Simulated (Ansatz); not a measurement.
Crystal: CoO.

```
Co O
1.0
     1.60222    0.92504    2.56647
    -1.60222    0.92504    2.56647
     0.00000   -1.85008    2.56647
Co O
1 1
Direct
  0.99898 0.99898 0.99898
  0.75102 0.75102 0.75102
```

Measurements of this composition are mostly on another form, of space group No. 225.

Base run:

```yaml
Program: Ansatz 0.2.0
Functional: PBE
Potentials_or_basis: Ansatz PAW
Cutoff: "420 eV (not typed: the program's choice for these potentials)"
k_mesh: 9 × 9 × 9
Occupations: fermi-dirac, width 0.05 eV
Spin: collinear spin, ferromagnetic start
Starting_moments: "[2.0, 0.0] μB"
Fixed_moment: 2 μB
```

Its results: pressure -7.0 GPa; site moments Co +1.67; O +0.16 μB; largest force 0.227 eV/Å.

The run is repeated on the same cell with these changes: fixed moment from 2 μB to 4 μB; moments at the start from [2.0, 0.0] to [4.0, 0.0]. What comes out?

Pressure 15.0 GPa; site moments Co +2.72; O +0.62 μB; largest force 0.347 eV/Å.

Caveats: the total moment is fixed, so each spin has its own Fermi level; a cell with one magnetic atom can't hold antiferromagnetic order, which such compounds often take; the thresholds are loose for stress.
